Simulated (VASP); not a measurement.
**AlPt: single point with PBEsol**

The system is AlPt.

```xyz
2
Lattice="3.0915 0.0000 0.0000 0.0000 3.0915 0.0000 0.0000 0.0000 3.0915" Properties=species:S:1:pos:R:3 pbc="T T T"
Pt    1.5458    1.5458    1.5458
Al    0.0000    0.0000    0.0000
```

Measurements of this composition are mostly on another form, of space group No. 198.

* Program: VASP 6.6.1
* Task: single point
* Functional: PBEsol
* Potentials or basis: VASP PAW PBE potentials, release 64 (Pt, Al)
* Cutoff: 520 eV
* k mesh: 9 × 9 × 9
* Occupations: gaussian, width 0.1 eV
* Spin: no spin polarisation
* Further INCAR settings: ALGO = Normal; EDIFF = 1e-06

```json
{
  "Pressure": "-5.8 GPa",
  "Band gap on the k mesh": "none (metal or under the smearing width)"
}
```

Levels at points of the mesh, in eV from the Fermi level:
| k point | band 2 | band 3 | band 4 | band 5 | band 6 | band 7 | band 8 | band 9 | band 10 |
| --- | --- | --- | --- | --- | --- | --- | --- | --- | --- |
| (0.00, 0.00, 0.00) | -5.53 | -5.53 | -2.57 | -2.57 | -2.57 | 3.91 | 3.91 | 3.91 | 9.10 |

Run time: 3.1 s on 1 thread of Intel(R) Xeon(R) 6975P-C (Granite Rapids), on a shared host, peak memory 0.14 GiB.

Caveat: the PAW data sets were made with another functional, which shifts forces and pressure a little. The run has no spin-orbit coupling, so splittings on Pt are missing.
